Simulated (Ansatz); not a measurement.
Wires are cut from relaxed bulk BAs (F-43m, 13.90 Å³/atom, gap on the mesh 1.20 eV); atoms and period are relaxed, and energies count from that bulk.

The calculation used DFT PBE, scalar-relativistic, plane waves, PAW (Ansatz 0.2.0).

Cutoff 420 eV, Gaussian smearing of 0.05 eV, energies at zero smearing, symmetry of each start kept, collinear spin where a moment is listed.

```tsv
start	atoms	k mesh	excess energy (eV per host atom)	line energy (eV/Å)	period (Å)	gap on the mesh (eV)	size of the moment (μB per cell)
[110] wire, 16 host atoms a period	16	1×1×10	0.519	2.467	3.365	0	0.00
[110] wire, 20 host atoms a period*	20	1×1×10	0.458	2.741	3.341	0	0.00
```

* ends far from its start.

Each run keeps its start's symmetry and one magnetic start, so lower states can exist.

Cost: 2 runs of about 2.9 core-hours in all, on Intel Xeon Platinum 8259CL (Skylake/Cascade Lake) (shared hosts).